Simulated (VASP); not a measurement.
```xyz
4
Lattice="1.7754 -3.0751 0.0000 1.7754 3.0751 0.0000 0.0000 0.0000 5.7282" Properties=species:S:1:pos:R:3 pbc="T T T"
In     1.7754    -1.0250     2.8632
In     1.7754     1.0250     5.7273
N      1.7754    -1.0250     5.0360
N      1.7754     1.0250     2.1719
```

The numbers are results of r2SCAN meta-GGA, VASP's PBE PAW potentials (set 64) (plane waves; VASP), not measurements. Settings: 520 eV cut-off, 8×8×5 Γ-centred mesh, tetrahedra with Blöchl corrections, potentials In_d N.

Unless said otherwise, spin-orbit coupling is left out, though it shifts the bands of the heavy elements here.

Q: Estimate the energy per atom (σ→0), band gap (over mesh and band path) with the smallest direct gap where there is one.

A: 
```json
{
 "band gap (over mesh and band path)": "0.08 eV",
 "smallest direct gap (over mesh and band path)": "0.08 eV",
 "energy per atom (σ→0)": "-15.971 eV/atom"
}
```

Total energies compare only between runs with the same potentials, cut-off and functional.

The compound is InN in the wurtzite structure. It was relaxed first.
